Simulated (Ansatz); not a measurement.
The system is Te.

```
Te
1.0
     2.30590    1.33131    1.69095
    -2.30590    1.33131    1.69095
     0.00000   -2.66263    1.69095
Te
1
Direct
  0.50000 0.50000 0.50000
```

This isn't the form of Te at room conditions, which is trigonal, of chains.

| Item | Value |
| --- | --- |
| Program | Ansatz 0.2.0 |
| Task | relaxation of cell and atoms |
| Functional | PBEsol |
| Dispersion | D3(BJ) |
| Potentials or basis | Ansatz PAW |
| Cutoff | 420 eV (not typed: the program's choice for these potentials) |
| k mesh | 9 × 9 × 9 |
| Occupations | fermi-dirac, width 0.05 eV |
| Spin | no spin polarisation |

At the start: volume 31.15 Å³/atom.

Where does the relaxation end?

It ends after 7 steps and the volume is 29.61 Å³/atom (-4.9 %); space group R-3m (No. 166, to 0.05 Å).

Step by step:
| step | energy change (eV) | largest force (eV/Å) | volume (Å³) |
| --- | --- | --- | --- |
| 1 | 0.0000 | 0.0000 | 31.15 |
| 2 | -0.0073 | 0.0000 | 29.24 |
| 3 | -0.0104 | 0.0000 | 29.88 |
| 4 | -0.0109 | 0.0000 | 29.84 |
| 5 | -0.0116 | 0.0000 | 29.57 |
| 6 | -0.0117 | 0.0000 | 29.61 |
| 7 | -0.0114 | 0.0000 | 29.61 |

Final structure:
```yaml
crystal:
  lattice:
    - [2.30329, 1.32981, 1.61098]
    - [-2.30329, 1.32981, 1.61098]
    - [0.00000, -2.65961, 1.61098]
  atoms:
    - { symbol: Te, position: [0.50000, 0.50000, 0.50000] }
```

Caveat: the plane-wave basis is chosen anew once the cell has moved, so the energies of steps on either side of that aren't comparable; pairwise dispersion overbinds metals, which lowers pressure and volume; the PAW data sets come from PBE, with cores solved anew for the run's functional, which leaves a small shift of forces and pressure.
